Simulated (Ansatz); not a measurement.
# ZrSiO4 (Zircon): further runs on the relaxed cell

An exercise on one series of results from a longer session: the logs are not shown, and one member is left open.

Method: DFT r2SCAN, scalar-relativistic, plane waves, PAW, in Ansatz 0.2.0.

## Starting point

The structure is tetragonal, space group I4_1/amd (No. 141). The conventional cell has a = 6.624 Å, b = 6.624 Å, c = 5.989 Å, α = 90.00°, β = 90.00°, γ = 90.00°. Zr (site symmetry -4m2) is surrounded by 8 O at 2.14 to 2.28 Å. Around Si (site symmetry -4m2) lie 4 O at 1.62 Å. O (site symmetry m) has 1 Si at 1.62 Å and 2 Zr at 2.14 to 2.28 Å as nearest neighbours.

Coordinates:

```xyz
12
Lattice="-3.3119 3.3119 2.9944 3.3119 -3.3119 2.9944 3.3119 3.3119 -2.9944" Properties=species:S:1:pos:R:3 pbc="T T T"
Zr    0.0000    3.3119    1.4972
Zr    0.0000    0.0000    0.0000
Si    3.3119    0.0000    1.4972
Si    0.0000    0.0000    2.9944
O     3.3119    2.0930   -1.0727
O     4.5309    0.0000    0.4246
O     0.0000    1.2189    1.9218
O     2.0930    0.0000    0.4246
O     3.3119    1.2189    2.5699
O     1.2189    0.0000    4.0671
O     3.3119   -1.2189    2.5699
O     2.0930    3.3119    1.0727
```

It is the result of an earlier relaxation at this level (volume 10.95 Å³/atom; gap on the mesh: 5.25 eV).

Set-up of the first run:

The input, input.yaml:

```yaml
crystal:
  lattice:
    - [-3.2784587067, 3.2784587067, 2.964180519]
    - [3.2784587067, -3.2784587067, 2.964180519]
    - [3.2784587067, 3.2784587067, -2.964180519]
  atoms:
    - { symbol: Zr, position: [0.75, 0.25, 0.5] }
    - { symbol: Zr, position: [0.0, 0.0, 0.0] }
    - { symbol: Si, position: [0.25, 0.75, 0.5] }
    - { symbol: Si, position: [0.5, 0.5, 0.0] }
    - { symbol: O, position: [0.1368681434, 0.3208918724, 0.8159762709] }
    - { symbol: O, position: [0.0708918724, 0.7549156015, 0.6840237291] }
    - { symbol: O, position: [0.5049156015, 0.3208918724, 0.1840237291] }
    - { symbol: O, position: [0.0708918724, 0.3868681434, 0.3159762709] }
    - { symbol: O, position: [0.6131318566, 0.9291081276, 0.6840237291] }
    - { symbol: O, position: [0.6791081276, 0.8631318566, 0.1840237291] }
    - { symbol: O, position: [0.2450843985, 0.9291081276, 0.3159762709] }
    - { symbol: O, position: [0.6791081276, 0.4950843985, 0.8159762709] }
basis:
  ecutwfc: 500
kpoints:
  mp_grid: { grid: [6, 6, 6] }
hamiltonian:
  xc: r2scan
scf:
  occupations: { method: gaussian, width: 0.02 }
output:
  forces: true
  stress: true
  eigenvalues: true
relax:
  adjacent_minimum: "off"
  f_tol: 0.01
  max_steps: 30
  cell: { stress_tol: 0.1, fix: [volume] }
```

Launch:

```bash
$ ansatz run input.yaml --threads 4 --pin off --max-ram 10240MiB --backend cpu --events-out ev --progress --plain --runs-dir out
```

Among the steps run: Point at V/V0 = 0.97; The cell scaled to 1.03 of its volume; The cell scaled to 0.94 of its volume; Volume × 1.06; Volume × 0.91; Point at V/V0 = 1.10; Point at V/V0 = 0.88.

One table of the session follows, with a row left open; its other results are not shown here.

It belongs to the step «Fit of the equation of state». 

```
volume (Å³/atom)  energy above the lowest point (meV/atom)  pressure (GPa)  gap on the mesh (eV)
           9.635                                     140.3           38.53                  6.03
           9.963                                      74.1           26.36                  5.83
          10.292                                      30.9           16.04                  5.63
          10.620                                         ?               ?                     ?
          10.948                                       0.0           -0.02                  5.25
          11.277                                       6.5           -6.12                  5.06
          11.605                                      24.3          -11.10                  4.89
          12.043                                      62.0          -16.15                  4.65
```

Estimate the missing values for volume (Å³/atom) = 10.620.

Worked estimate for «energy above the lowest point (meV/atom)». A straight line through the neighbours (10.292, 30.9) and (10.948, 0.0) gives 30.9 + (0.0 − 30.9) × (10.620 − 10.292) / (10.948 − 10.292) = 15.5; a parabola fitted to 4 rows on both sides gives 7.2.

As computed: energy above the lowest point (meV/atom): 7.3; pressure (GPa): 7.31; gap on the mesh (eV): 5.44. In «energy above the lowest point (meV/atom)» the line misses by +8.2 and the parabola by -0.1.
